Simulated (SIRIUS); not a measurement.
**SrO in SIRIUS: convergence with gk cutoff**

Crystal: SrO.

```
Sr O
1.0
     0.00000    2.56630    2.56630
     2.56630    0.00000    2.56630
     2.56630    2.56630    0.00000
Sr O
1 1
Direct
  0.50000 0.50000 0.50000
  0.00000 0.00000 0.00000
```

| Quantity | Value |
| --- | --- |
| Program | SIRIUS 7.12.0 |
| Task | convergence study |
| Functional | PBE |
| Potentials or basis | all-electron FP-LAPW |
| Cutoff | 84 eV |
| Basis | apw+lo standard |
| k mesh | 9 × 9 × 9 |
| Occupations | fermi-dirac, width 0.05 eV |
| Spin | no spin polarisation |

These are the settings of the first run; the series varies gk cutoff, with any setting tied to it.

Hardware: 1 thread of Arm Neoverse V2, with other jobs on the host.

Question: The values tried are 2.48 1/bohr, 2.93 1/bohr, 3.38 1/bohr, 3.82 1/bohr, 4.27 1/bohr, 4.73 1/bohr, 5.17 1/bohr, loosest first. From which on does the gap on the mesh stay within 0.01 eV of the tightest run that finished?

Answer: From 3.82 1/bohr on.

```tsv
gk cutoff	energy less the tightest run, at zero smearing (meV/atom)	gap on the mesh (eV)	SCF cycles	CPU time (s)	peak memory (GiB)
2.48 1/bohr	1995.40	3.621	9	31	0.36
2.93 1/bohr	659.59	3.490	8	31	0.38
3.38 1/bohr	199.97	3.433	8	36	0.4
3.82 1/bohr	60.17	3.372	8	47	0.45
4.27 1/bohr	13.51	3.382	8	73	0.57
4.73 1/bohr	0.00	3.374	8	130	0.8
5.17 1/bohr	crashed	-	-	-	-
```

Not settled before the last step: the energy (to 1 meV/atom). The tightest run that finished is the yardstick and may itself not be fully converged.

Caveat, for the tightest run too: an odd mesh through Γ misses points on the zone boundary, where band edges often lie.
